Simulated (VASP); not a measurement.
The system is GaS.

```
Ga S
1.0
     3.58500    0.00000    0.00000
    -1.79250    3.10470    0.00000
     0.00000    0.00000   15.50000
Ga S
4 4
Direct
  0.33333 0.66667 0.17000
  0.66667 0.33333 0.67000
  0.33333 0.66667 0.33000
  0.66667 0.33333 0.83000
  0.33333 0.66667 0.60000
  0.66667 0.33333 0.10000
  0.33333 0.66667 0.90000
  0.66667 0.33333 0.40000
```

| Quantity | Value |
| --- | --- |
| Program | VASP 6.6.1 |
| Task | relaxation of cell and atoms |
| Functional | PBE |
| Potentials or basis | VASP PAW PBE potentials, release 64 (Ga, S) |
| Cutoff | 300 eV |
| k mesh | 5 × 5 × 1 |
| Occupations | gaussian, width 0.03 eV |
| Spin | no spin polarisation |

At the start: pressure 3.0 GPa; volume 21.57 Å³/atom.

Task: Where does the relaxation end?

Result: Over 16 steps the energy falls by 16.1 meV/atom and the volume is 23.77 Å³/atom (+10.2 %); space group P6_3/mmc (No. 194, to 0.05 Å).

Step by step:
```
step  energy change (eV)  largest force (eV/Å)  pressure (GPa)  volume (Å³)
   1              0.0000                0.3754            3.00       172.52
   2             -0.0295                0.5161           -1.63       182.78
   3             -0.0635                0.2364            0.19       178.30
   4             -0.0727                0.1799            0.06       179.42
   5             -0.0803                0.2151           -0.18       181.65
   6             -0.0880                0.1634           -0.09       181.97
   7             -0.0998                0.0055            0.19       182.93
   8             -0.1085                0.0087            0.13       183.82
   9             -0.1227                0.0546           -0.04       186.45
  10             -0.1237                0.0718           -0.09       187.33
  11             -0.1261                0.0331            0.12       187.72
  12             -0.1267                0.0047            0.28       188.02
  13             -0.1281                0.0538           -0.03       189.86
  14             -0.1281                0.0496           -0.01       189.70
  15             -0.1284                0.0190           -0.02       190.31
  16             -0.1284                0.0039           -0.02       190.17
```

Final structure:
```cif
data_structure
_symmetry_space_group_name_H-M 'P 1'
_symmetry_Int_Tables_number 1
_cell_length_a 3.6413
_cell_length_b 3.6413
_cell_length_c 16.5616
_cell_angle_alpha 90.000
_cell_angle_beta 90.000
_cell_angle_gamma 120.000
_cell_volume 190.17
loop_
_atom_site_label
_atom_site_type_symbol
_atom_site_fract_x
_atom_site_fract_y
_atom_site_fract_z
_atom_site_occupancy
Ga1 Ga 0.33333 0.66667 0.17544 1
Ga2 Ga 0.66667 0.33333 0.67544 1
Ga3 Ga 0.33333 0.66667 0.32456 1
Ga4 Ga 0.66667 0.33333 0.82456 1
S1 S 0.33333 0.66667 0.60972 1
S2 S 0.66667 0.33333 0.10972 1
S3 S 0.33333 0.66667 0.89028 1
S4 S 0.66667 0.33333 0.39028 1
```

Caveat: the cutoff is under 1.25 times the usual one of these potentials, so pressure, stress and relaxed cells hold a basis-set (Pulay) error; this functional lacks dispersion, which binds the layers, so the pressure and a relaxed spacing across them are unreliable; the volume moved by +10 % from the deposited cell, more than functionals usually miss.
